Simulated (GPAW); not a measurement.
# GaN in GPAW: convergence with k mesh

Input of the first run (k mesh 3 × 3 × 3); the others differ in this setting and in those tied to it:

The input run.py:

```python
from ase import Atoms
from ase.dft.bandgap import bandgap
from ase.io import write
from ase.units import GPa
from gpaw import GPAW, PW

atoms = Atoms(['Ga', 'N'],
              cell=[[0.0, 2.135235, 2.135235],
                    [2.135235, 0.0, 2.135235],
                    [2.135235, 2.135235, 0.0]],
              scaled_positions=[[0.0, 0.0, 0.0],
                                [0.5, 0.5, 0.5]],
              pbc=True)

calc = GPAW(mode=PW(800),
            xc='PBE',
            kpts={'size': (3, 3, 3), 'gamma': True},
            occupations={'name': 'fermi-dirac', 'width': 0.05},
            nbands=11,
            convergence={'density': 1e-05, 'energy': 1e-05},
            maxiter=100,
            txt='gpaw.txt')
atoms.calc = calc
energy = atoms.get_potential_energy()
forces = atoms.get_forces()
stress = atoms.get_stress()
calc.write('gs.gpw')
write('result.traj', atoms)
print(f'Energy: {energy:.6f} eV')
print('Forces (eV/A):')
print(forces.round(4))
print('Stress (GPa):', (stress / GPa).round(3))
print('Fermi level:', round(calc.get_fermi_level(), 4), 'eV')
print(f'Gap: {bandgap(calc)[0]:.4f} eV, direct: {bandgap(calc, direct=True)[0]:.4f} eV')
```

Potentials or basis: GPAW PAW data sets (gpaw-data 1.2.1), pw.

Launch:

```bash
$ OMP_NUM_THREADS=1 python run.py
```

Measurements of this composition are mostly on another form, of space group No. 186.

Hardware: 1 thread of Arm Neoverse V2, on a shared host.

Task: The values tried are 3 × 3 × 3, 4 × 4 × 4, 5 × 5 × 5, 6 × 6 × 6, 7 × 7 × 7, 8 × 8 × 8, 10 × 10 × 10, 12 × 12 × 12, 14 × 14 × 14, loosest first. From which on does the energy stay within 1 meV/atom of the tightest run that finished?

Result: From 8 × 8 × 8 on.

```tsv
k mesh	energy less the tightest run, at zero smearing (meV/atom)	pressure (GPa)	gap on the mesh (eV)	SCF cycles	CPU time (s)	peak memory (GiB)
3 × 3 × 3	270.25	1.21	2.111	10	2.1	0.13
4 × 4 × 4	72.94	1.06	0.529	10	2.6	0.13
5 × 5 × 5	21.55	1.40	1.156	10	2.9	0.13
6 × 6 × 6	7.15	1.65	0.391	10	3.6	0.13
7 × 7 × 7	2.58	1.69	0.808	10	4.2	0.13
8 × 8 × 8	0.98	1.77	0.443	10	5.3	0.13
10 × 10 × 10	0.15	1.80	0.457	10	7.4	0.14
12 × 12 × 12	0.03	1.80	0.404	10	10	0.15
14 × 14 × 14	0.00	1.80	0.418	10	14	0.17
```

Against the tightest run, the pressure stays within 0.1 GPa from 8 × 8 × 8 on. Not settled before the last step: the gap on the mesh (to 0.01 eV). Meshes of other sizes hit other points, so gaps and Fermi surfaces needn't settle smoothly. The tightest run that finished is the yardstick and may itself not be fully converged.
